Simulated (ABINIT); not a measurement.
**Mg: relaxation of cell and atoms with revPBE**

The system is Mg.

```
CELL_PARAMETERS angstrom
3.20930 0.00000 0.00000
-1.60465 2.77934 0.00000
0.00000 0.00000 5.21030
ATOMIC_POSITIONS crystal
Mg 0.66667 0.33333 0.75000
Mg 0.33333 0.66667 0.25000
```

```
Program                                         : ABINIT 10.8.3 (patched build)
Task                                            : relaxation of cell and atoms
Functional                                      : revPBE
Potentials or basis                             : JTH PAW PBE v2.0
Cutoff                                          : 517 eV
k mesh                                          : 10 × 10 × 5
Occupations                                     : fermi-dirac, width 0.05 eV
Spin                                            : no spin polarisation
Target pressure                                 : 1 GPa
Cell freedom (optcell)                          : 2
Cutoff smearing ecutsm (Ha)                     : 0.5
Optimiser (ionmov)                              : 2
Force stop (Ha/bohr)                            : 0.0005
Fine-grid cutoff                                : 1034.03 eV
Exchange and correlation inside the PAW spheres : full angular mesh (pawxcdev 0, this build's default; the released program takes 1)
```

```
Relaxed volume                                         : 22.94 Å³/atom
Relaxed cell                                           : a = 3.164 Å, b = 3.164 Å, c = 5.294 Å, α = 90.00°, β = 90.00°, γ = 120.00°
Space group after relaxing (to 0.05 Å)                 : P6_3/mmc (No. 194)
Energy change on relaxing (the enthalpy is what falls) : -0.9 meV/atom
Ionic steps                                            : 8
Pressure after relaxing                                : 1.1 GPa
Band gap on the k mesh                                 : none (metal or under the smearing width)
Valence electrons inside the program's atomic spheres  : Mg 8.21 (radii [1.0063] Å)
```

Stress tensor (GPa, compression positive):
```
1.13 0.00 0.00
0.00 1.13 0.00
0.00 0.00 1.03
```

The path:
```
step  energy change (eV)  largest force (eV/Å)  pressure (GPa)  volume (Å³)
   1              0.0000                0.0000            0.58        46.47
   2              0.0000                0.0000            0.63        46.42
   3              0.0078                0.0000            1.99        44.90
   4              0.0005                0.0000            1.21        45.73
   5              0.0010                0.0000            1.34        45.58
   6              0.0010                0.0000            1.38        45.55
   7              0.0000                0.0000            1.30        45.65
   8             -0.0017                0.0000            1.10        45.88
```

Final structure:
```
CELL_PARAMETERS angstrom
3.16356 0.00000 0.00000
-1.58178 2.73972 0.00000
0.00000 0.00000 5.29392
ATOMIC_POSITIONS crystal
Mg 0.66667 0.33333 0.75000
Mg 0.33333 0.66667 0.25000
```

Levels at points of the mesh, in eV from the Fermi level:
```
           k point  band 7  band 8  band 9  band 10  band 11  band 12  band 13  band 14
(0.00, 0.00, 0.00)  -42.75  -42.75   -6.98    -1.90    -1.55    11.21    11.21    11.45
(0.50, 0.00, 0.00)  -42.76  -42.75   -2.13    -2.06     2.57     2.87     3.05     3.53
```

Run time: 110 s on 1 thread of Intel(R) Xeon(R) Platinum 8488C (Sapphire Rapids), on a shared host, peak memory 0.12 GiB.

Caveat: the PAW data sets were made with another functional, which shifts forces and pressure a little.
